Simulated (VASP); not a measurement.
# NaH in VASP 6.6.1, single-point calculation

INCAR

```
GGA = PE
EDIFF = 1E-7
PREC = Accurate
LWAVE = .FALSE.
LCHARG = .FALSE.
NBANDS = 11
ISIF = 2
NELM = 50
ENCUT = 520
NELECT = 8.02
NSW = 0
LREAL = .FALSE.
SIGMA = 0.02
IBRION = -1
LASPH = .TRUE.
ISMEAR = -1
```

KPOINTS

```
KPOINTS created by Atomic Simulation Environment
0
Gamma
10 10 10
0 0 0
```

POSCAR

```
Na H
 1.0000000000000000
     0.0000000000000000    2.3975116422000000    2.2829105856999998
     2.3975116422000000    0.0000000000000000    2.2829105856999998
     2.3975116422000000    2.3975116422000000    0.0000000000000000
 Na  H
   1   1
Cartesian
  0.0000000000000000  0.0000000000000000  0.0000000000000000
  2.3975116421999996  2.3975116421999996  2.2829105856999994
```

The recommended PBE PAW datasets give the neutral cell 8 valence electrons.

Command

```
mpirun -np 1 vasp_std
```

Problem. Predict the outcome of this run.

Solution. It converged. Results: pressure 2.6 GPa.

OSZICAR

```
N       E                     dE             d eps       ncg     rms          rms(c)
DAV:   1     0.380795803672E+02    0.38080E+02   -0.45823E+03  2265   0.762E+02
DAV:   2    -0.411494124321E+01   -0.42195E+02   -0.41130E+02  2346   0.198E+02
DAV:   3    -0.544281082732E+01   -0.13279E+01   -0.13261E+01  2742   0.334E+01
DAV:   4    -0.545109745804E+01   -0.82866E-02   -0.82855E-02  2599   0.264E+00
DAV:   5    -0.545116683648E+01   -0.69378E-04   -0.69377E-04  2570   0.245E-01    0.326E+00
DAV:   6    -0.510103793565E+01    0.35013E+00   -0.32847E-01  2604   0.287E+00    0.152E+00
DAV:   7    -0.500357185502E+01    0.97466E-01   -0.31932E-01  2544   0.224E+00    0.340E-01
DAV:   8    -0.500761411713E+01   -0.40423E-02   -0.93629E-03  2517   0.100E+00    0.611E-02
DAV:   9    -0.500758985165E+01    0.24265E-04   -0.86535E-04  2710   0.355E-01    0.206E-02
DAV:  10    -0.500757742944E+01    0.12422E-04   -0.45599E-05  2544   0.449E-02    0.403E-03
DAV:  11    -0.500757954218E+01   -0.21127E-05   -0.49318E-06  2523   0.105E-02    0.291E-03
DAV:  12    -0.500757932269E+01    0.21949E-06   -0.20431E-07  2596   0.250E-03    0.280E-04
DAV:  13    -0.500757933971E+01   -0.17026E-07   -0.58090E-09  1431   0.555E-04
   1 F= -.50075793E+01 E0= -.50073159E+01  d E =-.526807E-03
```

The cell is charged and sits in a uniform background.

For comparison, a separate PBE run of the intended cell, on usual settings and not on those above, gives a gap of 3.85 eV on its mesh and a pressure of 2.0 GPa.
